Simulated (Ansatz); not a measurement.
## A vibration from a frozen displacement in ZnS

Theory: DFT r2SCAN, scalar-relativistic, plane waves, PAW in Ansatz 0.2.0. Settings: plane waves to 500 eV, k-mesh 6×6×6 (Γ-centred), Gaussian smearing 0.05 eV. No spin polarisation. Energies are free energies at this smearing, counted from the undisturbed cell; pressure is positive in compression.

The starting cell (relaxed at this level; this form isn't the usual structure):

```
Zn S
1.0
     1.90363    1.09906    9.35413
    -1.90363    1.09906    9.35413
     0.00000   -2.19812    9.35413
Zn S
3 3
Cartesian
  0.0000 0.0000 28.0618
  0.0000 0.0000 6.2378
  0.0000 0.0000 12.4761
  0.0000 0.0000 2.3365
  0.0000 0.0000 14.8121
  0.0000 0.0000 8.5700
```

Every S atom is moved by x along the Cartesian unit vector (0.000, 0.000, 1.000); the cell and all other atoms stay fixed. The cell's volume is 117.42 Å³; the moved atoms weigh 96.180 u together and the others 196.140 u.

```
  x (Å)  ΔE (meV/cell) total force on the moved atoms along the move (eV/Å) pressure (GPa)
-0.1000         103.30                                                2.2236          0.3871
-0.0750          55.96                                                1.5752          0.2165
-0.0500          23.99                                                0.9925          0.1054
-0.0250           5.83                                                0.4706          0.0484
 0.0000           0.00                                                0.0045          0.0404
 0.0250           5.17                                               -0.4100          0.0765
 0.0500          20.10                                               -0.7769          0.1523
 0.0750          43.65                                               -1.0996          0.2634
 0.0875          58.32                                               -1.2454          0.3308
 0.1000          74.74                                               -1.3814          0.4055
```

What frequency belongs to this motion?

The force constant is k = −dF/dx = 17.612 eV/Å², from the parabola through x = -0.0250, 0 and 0.0250. In every cell the moved atoms swing against the rest, so the mass is μ = m₁m₂/(m₁ + m₂) = 64.535 u, and ν̃ = 521.5 cm⁻¹ × √(|k|/μ) = 272 cm⁻¹. To first order in x, and within 1 %, the force on every atom lies along the move and, within each of the two groups, in proportion to the atom's mass, so this is itself a mode at the zone centre of this cell, taken without macroscopic field (the transverse frequency in a polar insulator).

How far does the harmonic law reach?

At x = -0.100 Å, kx²/2 = 88.06 meV against the computed 103.30 meV (+17.3 %): the well stiffens in this direction at large amplitude.

Cost: 10 runs of about 5.6 core-minutes in all, on Arm Neoverse V1 (shared hosts).

The 272 cm⁻¹ mode is the polar optical vibration of the Zn sublattice against the S sublattice, and it lies close to the transverse optical mode of ordinary zinc blende. That is expected, since polytypes share the same tetrahedral Zn–S bonds and differ only in stacking, which this rigid motion barely probes.

The well is lopsided: 103.30 meV at -0.1000 Å against 74.74 meV at 0.1000 Å. Negative x pushes each S atom straight towards the Zn below it, into the steep repulsive wall of the axial bond, while positive x stretches that bond and compresses the three oblique ones much less. The two energies average close to the harmonic value, so the anharmonicity is mainly cubic, with little general stiffening.

Pressure rises at large amplitude in both directions, which implies that the mode softens as the cell expands, a positive Grüneisen parameter. The longitudinal partner should lie higher, but placing it would require the Born charges and the electronic dielectric constant.
